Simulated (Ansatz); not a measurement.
Crystal: Zn.

```
CELL_PARAMETERS angstrom
0.00000 1.96478 1.96478
1.96478 0.00000 1.96478
1.96478 1.96478 0.00000
ATOMIC_POSITIONS crystal
Zn 0.00000 0.00000 0.00000
```

This isn't the form of Zn at room conditions, which is hcp.

- Program: Ansatz 0.2.0
- Task: single point
- Functional: PBEsol
- Potentials or basis: all-electron LAPW, scalar-relativistic
- Cutoff: 240 eV (chosen from the basis error)
- Basis error allowed: 0.001 eV/atom
- k mesh: 12 × 12 × 12
- Occupations: fermi-dirac, width 0.05 eV
- Spin: no spin polarisation

On this cell: pressure -5.2 GPa; band gap on the k mesh none (metal or under the smearing width).

The same run follows on a disturbed copy (cell strained at random at fixed volume):

```
Zn
1.0
     0.00399    2.00457    1.96702
     1.95665   -0.00432    1.97532
     1.92741    1.98363    0.02492
Zn
1
Direct
  0.97223 0.01156 0.01002
```

Task: What changes?

Result: The energy (extrapolated to zero smearing) moves by -0.1 meV/atom; pressure -5.0 GPa; band gap on the k mesh none (metal or under the smearing width).

Stress tensor (GPa, compression positive):
```
-4.91 -0.70  0.63
-0.70 -5.63  0.49
 0.63  0.49 -4.56
```
